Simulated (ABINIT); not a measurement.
Write the native input for ABINIT 10.8.3 (patched build) that does the following.

```
Task                : single point
Functional          : WC
Potentials or basis : JTH PAW PBE v2.0
Cutoff              : 762 eV
k mesh              : 9 × 9 × 5
Occupations         : fermi-dirac, width 0.05 eV
Spin                : no spin polarisation
Fine-grid cutoff    : 1360.57 eV
```

Crystal: ZnO (zincite).

```
Zn O
1.0
     3.24931    0.00000    0.00000
    -1.62465    2.81398    0.00000
     0.00000    0.00000    5.20571
Zn O
2 2
Direct
  0.66667 0.33333 0.00000
  0.33333 0.66667 0.50000
  0.33333 0.66667 0.87901
  0.66667 0.33333 0.37901
```

The input as run:

run.abi

```
pp_dirpath "./"
pseudos "Zn.GGA_PBE-JTH.xml, O.GGA_PBE-JTH.xml"

acell 3.249308 3.249308 5.205709 Angstrom
rprim
     1.0000000000     0.0000000000     0.0000000000
    -0.5000000000     0.8660254038     0.0000000000
     0.0000000000     0.0000000000     1.0000000000
ntypat 2
znucl 30 8
natom 4
typat 1 1 2 2
xred
     0.6666666667     0.3333333333     0.0000000000
     0.3333333333     0.6666666667     0.5000000000
     0.3333333333     0.6666666667     0.8790100000
     0.6666666667     0.3333333333     0.3790100000

ecut 28.0
pawecutdg 50.0
pawxcdev 0

kptopt 1
ngkpt 9 9 5
nshiftk 1
shiftk 0.0 0.0 0.0

ixc 23

nband 22
occopt 3
tsmear 0.00183747

nstep 100
tolvrs 1.0e-9

iomode 3
prtwf 0
prteig 0
prtebands 0
enunit 1
prtden 1
prtvha 1
prtvclmb 1
prtpot 1
```

Potentials or basis: JTH PAW PBE v2.0.

Launch:

```bash
$ abinit run.abi > log 2>&1
```

Results of the run:

| Quantity | Value |
| --- | --- |
| Pressure | -2.1 GPa |
| Largest force | 0.063 eV/Å |
| Band gap on the k mesh | 0.68 eV, direct |
| Valence electrons inside the program's atomic spheres | Zn 10.89; O 4.52 |

Caveat: the PAW data sets were made with another functional, which shifts forces and pressure a little.

Wall time 3.4 min on 1 thread of Arm Neoverse V2, with other jobs on the host, peak memory 0.17 GiB.
